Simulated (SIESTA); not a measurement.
CuO (Tenorite):

```xyz
4
Lattice="2.3418 -1.7113 0.0000 2.3418 1.7113 0.0000 -0.8500 0.0000 5.0579" Properties=species:S:1:pos:R:3 pbc="T T T"
Cu    0.7459   -0.8557    2.5289
Cu    1.1709    0.8557    0.0000
O     1.7043    0.2793    3.7934
O     2.1293   -0.2793    1.2645
```

Base run:

| Item | Value |
| --- | --- |
| Program | SIESTA 5.4.2 |
| Functional | PBE |
| Potentials or basis | PseudoDojo 0.4 standard (PBE files) |
| Basis | DZ (energy shift 0.002 Ry) |
| Grid cutoff | 800 Ry |
| Energy shift | 0.002 Ry |
| k mesh | 10 × 10 × 5 |
| Occupations | fermi-dirac, width 0.05 eV |
| Spin | no spin polarisation |

Its results: band gap on the k mesh none (metal or under the smearing width); pressure 6.9 GPa; largest force 0.076 eV/Å.

Q: After a change of settings the same cell gave: band gap on the k mesh none (metal or under the smearing width); pressure 13.7 GPa; largest force 0.041 eV/Å. Which change was it?
A. functional from PBE to BLYP; basis from DZ (energy shift 0.002 Ry) to DZP (energy shift 0.002 Ry)
B. basis from DZ (energy shift 0.002 Ry) to SZ (energy shift 0.01 Ry); energy shift from 0.002 Ry to 0.01 Ry
C. basis from DZ (energy shift 0.002 Ry) to DZ (energy shift 0.01 Ry); energy shift from 0.002 Ry to 0.01 Ry

A: A.

Caveats: semicore shells carry a single zeta, which can move pressures by several GPa and volumes by a few percent; the basis of atomic orbitals isn't converged, which shifts pressures, moduli and gaps; the run has no spin polarisation, though such a crystal can be magnetic; semilocal functionals often make such compounds metallic where correlation or magnetic order opens a gap, which also shifts bond lengths; the basis has no polarisation orbitals (some runs); the potentials were made for another functional, which shifts forces and pressure (some runs).
